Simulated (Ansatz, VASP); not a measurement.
**KF: VASP beside Ansatz**

Contents of INCAR:

```
ALGO = Normal ; EDIFF = 1E-6
ENCUT = 520 ; GGA = PE
ISIF = 2 ; ISMEAR = 0
LASPH = T ; LCHARG = F
LREAL = F ; LWAVE = F
NBANDS = 15 ; NELM = 80
PREC = Accurate ; SIGMA = 0.01
```

The input KPOINTS:

```
k-points
0
Gamma
  4 4 4
```

The input POSCAR:

```
KF
1.0
    0.0000000000      2.9354014298      2.9354014298
    2.9354014298      0.0000000000      2.9354014298
    2.9354014298      2.9354014298      0.0000000000
K F
1 1
Direct
    0.0000000000      0.0000000000      0.0000000000
    0.2500000000      0.2500000000      0.2500000000
```

Input for Ansatz:

```yaml
crystal:
  lattice:
    - [0.0, 2.9354014298, 2.9354014298]
    - [2.9354014298, 0.0, 2.9354014298]
    - [2.9354014298, 2.9354014298, 0.0]
  atoms:
    - { symbol: K, position: [0.0, 0.0, 0.0] }
    - { symbol: F, position: [0.25, 0.25, 0.25] }
kpoints:
  mp_grid: { grid: [4, 4, 4] }
hamiltonian:
  xc: pbe
scf:
  occupations: { method: fixed }
output:
  optics:
    e_range: [0, 10]
    de: 0.05
    sigma: 0.25
    scissors: 0.3
    scheme: gaussian
    bands: { spectra_wanted_up_to: 10 }
```

Alike in both runs: task single point; functional PBE; k mesh 4 × 4 × 4; no spin polarisation.

```csv
,VASP,Ansatz
version,VASP 6.6.1,Ansatz 0.2.0
potentials or method,"VASP PAW PBE potentials, release 64 (K_sv, F)","plane waves, PAW"
plane-wave cutoff (eV),520,420
occupations,"gaussian, width 0.01 eV",fixed
valence electrons in the cell,16,16
```

Ansatz gave:

| Quantity | Value |
| --- | --- |
| gap on the k mesh at the Fermi level (eV) | 5.17 |

**Question.** Which values does VASP return?

**Answer.** gap on the k mesh at the Fermi level (eV): 5.16.

Caveats: the k mesh is coarse (spacing up to 0.46 Å⁻¹), so the values aren't converged. A k mesh can miss the band edges. Expect the measured gap to be larger: semilocal functionals such as PBE lack the derivative discontinuity.
